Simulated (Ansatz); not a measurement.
Crystal: CsH.

```xyz
2
Lattice="3.8184 0.0000 0.0000 0.0000 3.8184 0.0000 0.0000 0.0000 3.8184" Properties=species:S:1:pos:R:3 pbc="T T T"
Cs    0.0000    0.0000    0.0000
H     1.9092    1.9092    1.9092
```

The cell comes from a database or a generator and needn't be the stable form of this composition.

Base run:

- Program: Ansatz 0.2.0
- Functional: HSE(alpha, omega)
- Potentials or basis: all-electron PAW datasets made for the crystal
- Cutoff: 340 eV
- Density cutoff: 1360 eV
- k mesh: 4 × 4 × 4
- Occupations: fermi-dirac, width 0.05 eV
- Spin: no spin polarisation

Its results: band gap on the k mesh 3.63 eV, indirect (least direct gap 3.68 eV).

**Question.** After a change of settings the same cell gave: band gap on the k mesh 3.23 eV, indirect (least direct gap 3.28 eV). Which change was it?
A. screening of exact exchange from 0.2 1/A to 0.3 1/A
B. screening of exact exchange from 0.2 1/A to 0.1 1/A
C. screening of exact exchange from 0.2 1/A to 0.4 1/A
D. screening of exact exchange from 0.2 1/A to 0.15 1/A

**Answer.** C.

Caveats: spin-orbit coupling is left out, which moves the levels of the heavy elements.

Not every run made on this cell is shown here.
